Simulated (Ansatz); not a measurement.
**A vibration from a frozen displacement in CaO**

Method: DFT r2SCAN, scalar-relativistic, plane waves, PAW (Ansatz). The runs took a 500 eV cutoff, a Γ-centred 8×8×8 mesh and Gaussian smearing (0.05 eV). No spin polarisation. Energies are free energies at this smearing, counted from the undisturbed cell; pressure is positive in compression.

The starting cell (as given, not relaxed at this level; it stands at -6.5 GPa):

```
CELL_PARAMETERS angstrom
0.00000 2.44900 2.44900
2.44900 0.00000 2.44900
2.44900 2.44900 0.00000
ATOMIC_POSITIONS crystal
Ca 0.00000 0.00000 0.00000
O 0.50000 0.50000 0.50000
```

Every Ca atom is moved by x along the Cartesian unit vector (1.000, 0.000, 0.000); the cell and all other atoms stay fixed. The cell's volume is 29.38 Å³; the moved atoms weigh 40.078 u together and the others 15.999 u. Some rows repeat others by symmetry and weren't run.

```csv
x (Å),ΔE (meV/cell),total force on the moved atoms along the move (eV/Å),pressure (GPa)
-0.5000,579.74,3.5301,5.6212
-0.4375,390.42,2.5697,2.2349
-0.3750,253.82,1.8349,-0.4364
-0.3125,157.32,1.2796,-2.5010
-0.2500,90.94,0.8652,-4.0537
-0.1875,46.94,0.5583,-5.1747
-0.1250,19.53,0.3296,-5.9282
-0.0625,4.69,0.1520,-6.3612
0.0000,0.00,0.0000,-6.5024
0.0625,4.69,-0.1520,-6.3612
0.1250,19.53,-0.3296,-5.9282
0.1875,46.94,-0.5583,-5.1747
0.2500,90.94,-0.8652,-4.0537
0.3125,157.32,-1.2796,-2.5010
0.3750,253.82,-1.8349,-0.4364
0.4375,390.42,-2.5697,2.2349
0.5000,579.74,-3.5301,5.6212
```

**Question.** What frequency belongs to this motion?

**Answer.** The force constant is k = −dF/dx = 2.432 eV/Å², from the parabola through x = -0.0625, 0 and 0.0625. In every cell the moved atoms swing against the rest, so the mass is μ = m₁m₂/(m₁ + m₂) = 11.434 u, and ν̃ = 521.5 cm⁻¹ × √(|k|/μ) = 240 cm⁻¹, at this cell's pressure of -6.5 GPa. To first order in x, and within 1 %, the force on every atom lies along the move and, within each of the two groups, in proportion to the atom's mass, so this is itself a mode at the zone centre of this cell, taken without macroscopic field (the transverse frequency in a polar insulator).

**Question.** How far does the harmonic law reach?

**Answer.** At x = -0.500 Å, kx²/2 = 304.00 meV against the computed 579.74 meV (+90.7 %): the well stiffens in this direction at large amplitude.

**Question.** The pressure changes with x². What does that say about the frequency under compression?

**Answer.** With E = k(V)x²/2, k ∝ V^(−2γ) and x scaling with the cell as V^(1/3), P − P0 = −∂E/∂V = (2γ − 2/3) ΔE/V. At x = 0.1250 Å, V(P − P0) = 29.38 × 0.57416 / 160.2 eV = 105.27 meV and ΔE = 19.53 meV, so γ = 1/3 + V(P − P0)/(2ΔE) = 3.03. This is the Grüneisen parameter of the motion under uniform scaling of the cell: shrinking the cell evenly by 1 % in volume raises the frequency by about 3.03 %.